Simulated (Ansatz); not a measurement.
An input for Ansatz 0.2.0 (P (puckered monolayer)):

```yaml
crystal:
  lattice:
    - [4.625314468, 0.0, 0.0]
    - [0.0, 3.3204693536, 0.0]
    - [0.0, 0.0, 27.4]
  atoms:
    - { symbol: P, position: [0.0888515049, 0.0, 0.5383732794] }
    - { symbol: P, position: [0.4111484951, 0.5, 0.5383732794] }
    - { symbol: P, position: [0.5888515049, 0.5, 0.4616267206] }
    - { symbol: P, position: [0.9111484951, 0.0, 0.4616267206] }
  periodic: [true, true, false]
kpoints:
  mp_grid: { grid: [4, 6, 1] }
hamiltonian:
  xc: pbe
scf:
  occupations: { method: fixed }
gw:
  n_empty_bands: 556
  ecut_chi: 70.0
  qp_bands: [v2, c2]
  qp_kpoints: band_edges
  screening: { model: contour_deformation }
```

```sh
ansatz run input.yaml --threads 3 --pin off --max-ram 92160MiB --backend cuda --events-out ev --progress --plain --runs-dir out --devices 1 --max-vram 13GiB  # rebuilt from the run's record
```

Q: Estimate wall time and host memory on 1 × NVIDIA H100 80GB HBM3 (shared by 6 runs) with 3 threads of AMD EPYC 7R13 (Zen 3), shared host.

It took 41 s; on shared hardware allow 21 s to 83 s. Peak host memory was 2.7 GiB. The sizes that set the cost: 8307 plane waves a state, 12 irreducible k points, 566 bands summed, 555 plane waves in the screening and 6 SCF cycles.

The screening grows as filled bands × empty bands × pairs of k points, times the square of the screening basis for the matrix.

[Paths, hosts, dates, memory and timing lines, banners, echoed tables and standing remarks are left out of the program output.]

[Logs are printed without paths, hosts, clocks, repeated set-up lines and the standing remarks that a program may print on its own settings, such as how far it seeks lower states.]

[Runs of the session that timed out or met a known fault of the program may be left out.]

[Cells called generated may have been cut or substituted from an entry of the Crystallography Open Database or the Materials Project.]

[Hosts, paths, dates, database ids (printed as entryN), source tags and the programs' standing remarks are cut or masked in the printed files.]
